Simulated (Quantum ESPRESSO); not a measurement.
Runs of Quantum ESPRESSO 7.5 on MnSi. It takes space group F-43m (No. 216, cubic). Conventional cell: a = 5.054 Å, b = 5.054 Å, c = 5.054 Å, α = 90.00°, β = 90.00°, γ = 90.00°. Mn (site symmetry -43m) has 4 Si at 2.19 Å as nearest neighbours. Around Si (site symmetry -43m) lie 4 Mn at 2.19 Å. The cell was built by a generator and needn't be a form met in nature.

```tsv
level	potentials or basis	form of the LDA correlation	gap on the mesh (eV)	pressure (GPa)	moment (μB)
revPBE	GBRV 1.5 PBE	-	none	-0.1	2.72
PW91	GBRV 1.5 PBE	-	none	-0.1	2.46
PBEsol	GBRV 1.5 PBEsol	-	none	-0.1	(a)
LDA	GBRV 1.5 LDA	PZ81	none	-0.1	(b)
WC	GBRV 1.5 PBE	-	none	-0.1	2.37
```

Alike in all rows: task phonons; spin collinear, ferromagnetic start; cell relaxed; k mesh 6 × 6 × 6; cutoff (eV) 612; smearing cold 0.2 eV.

Question: Fill in the values left out.

Answer: (a) 2.36; (b) 2.16.

Caveats: the mesh is thin for the phonons of a metal; the potentials were made for another functional, which shifts forces and pressure (some runs); the acoustic modes lie far from zero, so the frequencies are unreliable (some runs); some modes are imaginary (some runs).

A gap of «none» marks a metal or a gap under the smearing width.

Runs at the PBE level aren't shown here.
